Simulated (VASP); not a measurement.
Crystal: In.

```
CELL_PARAMETERS angstrom
-1.88253 1.88253 1.88253
1.88253 -1.88253 1.88253
1.88253 1.88253 -1.88253
ATOMIC_POSITIONS crystal
In 0.00000 0.00000 0.00000
```

This isn't the form of In at room conditions, which is tetragonal.

| Quantity | Value |
| --- | --- |
| Program | VASP 6.6.1 |
| Task | relaxation of cell and atoms |
| Functional | BLYP |
| Potentials or basis | VASP PAW PBE potentials, release 64 (In_d) |
| Cutoff | 600 eV |
| k mesh | 10 × 10 × 10 |
| Occupations | fermi-dirac, width 0.05 eV |
| Spin | no spin polarisation |

At the start: pressure 5.6 GPa; volume 26.69 Å³/atom.

Problem. Where does the relaxation end?

Solution. Over 4 steps the energy falls by 69.7 meV/atom and the volume is 31.40 Å³/atom (+17.7 %); space group Im-3m (No. 229, to 0.05 Å).

Step by step:
| step | energy change (eV) | largest force (eV/Å) | pressure (GPa) | volume (Å³) |
| --- | --- | --- | --- | --- |
| 1 | 0.0000 | 0.0000 | 5.62 | 26.69 |
| 2 | -0.0676 | 0.0000 | 0.74 | 30.47 |
| 3 | -0.0696 | 0.0000 | -0.15 | 31.60 |
| 4 | -0.0697 | 0.0000 | -0.01 | 31.40 |

Final structure:
```yaml
crystal:
  lattice:
    - [-1.98745, 1.98745, 1.98745]
    - [1.98745, -1.98745, 1.98745]
    - [1.98745, 1.98745, -1.98745]
  atoms:
    - { symbol: In, position: [0.00000, 0.00000, 0.00000] }
```

Caveat: the volume moved by over 15 % at a fixed basis, so the end points are rough; the PAW data sets were made with another functional, which shifts forces and pressure a little.
